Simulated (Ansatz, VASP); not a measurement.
# One calculation of Al2Cu, two programs

```xyz
3
Lattice="4.1318 0.0000 0.0000 0.0000 4.1318 0.0000 0.0000 0.0000 2.7796" Properties=species:S:1:pos:R:3 pbc="T T T"
Al    2.0967    0.0000    1.3898
Al   -0.4502    2.0659    1.3898
Cu    0.1781    0.0000    0.0000
```

Change from the starting cell: mode 4 frozen in at -0.445 Å, strain +e along z and -e/2 along x and y -0.0233.

Alike in both runs: task single point; functional PBEsol; k mesh 10 × 10 × 14; occupations gaussian, width 0.15 eV; no spin polarisation.

|  | VASP | Ansatz |
| --- | --- | --- |
| version | VASP 6.6.1 | Ansatz 0.2.0 |
| potentials or method | VASP PAW PBE potentials, release 64 (Al, Cu) | scalar-relativistic, plane waves, PAW |
| plane-wave cutoff (eV) | 520 | 520 |
| valence electrons in the cell | 17 | 25 |

Ansatz gave:

```
gap on the k mesh at the Fermi level (eV)       : none
pressure (GPa)                                  : 2.9
largest component of the traceless stress (GPa) : 3.27
rms of the force components (eV/Å)              : 0.514
```

Estimate VASP's values.

gap on the k mesh at the Fermi level (eV): none; pressure (GPa): 3.1; largest component of the traceless stress (GPa): 3.30; rms of the force components (eV/Å): 0.511.

Atom by atom the forces differ by 0.004 eV/Å (rms over components). A gap of «none» marks a metal or a gap that the smearing closes. The two sets of potentials don't hold the same shells in valence. Ansatz warned: «pseudo_functional_mismatch».

Caveats: the PAW data sets were made with another functional, which shifts forces and pressure a little (VASP).
